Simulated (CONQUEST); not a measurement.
**HfO2 under changes of volume**

One of the cells (11.152 Å³/atom); the others are scaled copies at fixed shape and fractional positions:

```xyz
6
Lattice="3.6169 0.0000 0.0000 0.0000 3.6169 0.0000 0.0000 0.0000 5.1150" Properties=species:S:1:pos:R:3 pbc="T T T"
Hf    0.0000    0.0000    0.0000
Hf    1.8084    1.8084    2.5575
O     0.0000    1.8084    1.2788
O     1.8084    0.0000    3.8363
O     0.0000    1.8084    3.8363
O     1.8084    0.0000    1.2788
```

Measurements of this composition are mostly on another form, of space group No. 14.

| Item | Value |
| --- | --- |
| Program | CONQUEST 1.3 |
| Functional | PBEsol |
| Potentials or basis | PseudoDojo NC PBEsol, DZP, grid of 40 × 40 × 60 points |
| k mesh | 7 × 7 × 5 |
| Occupations | fermi-dirac, width 0.05 eV |
| Spin | no spin polarisation |

```csv
volume (Å³/atom),energy over the lowest point (meV/atom),pressure (GPa),gap on the mesh (eV)
10.483,5.61,6.7,3.59
10.706,0.00,1.5,3.53
10.929,1.63,-3.7,3.48
11.152,?,?,?
11.375,25.80,-13.1,3.38
11.598,46.42,-16.3,3.34
11.821,71.35,-19.4,3.29
```

**Question.** What does the run at 11.152 Å³/atom give?

**Answer.** Energy over the lowest point 10.50 meV/atom; pressure -9.2 GPa; gap on the mesh 3.43 eV.

Worked out: A Birch-Murnaghan fit of order 3 (a polynomial in V^(-2/3)) to the other rows has its minimum at 10.76 Å³/atom with B0 = V·E''(V) = 266 GPa and B' = 5.2. It gives 10.77 meV/atom at 11.152 Å³/atom, against the run's 10.50, and -dE/dV = -8.7 GPa, against -9.2. A straight line through the other rows of the gap, of slope -2.46 eV per unit of ln V, gives 3.43 eV, against the run's 3.43.

Energies are extrapolated to zero smearing.

Caveats: spin-orbit coupling is left out, which moves the levels of the heavy elements; an odd mesh through Γ misses points on the zone boundary, where band edges often lie; the basis of atomic orbitals isn't converged, which shifts pressures, moduli and gaps; the real-space grid breaks the cell's symmetry a little.
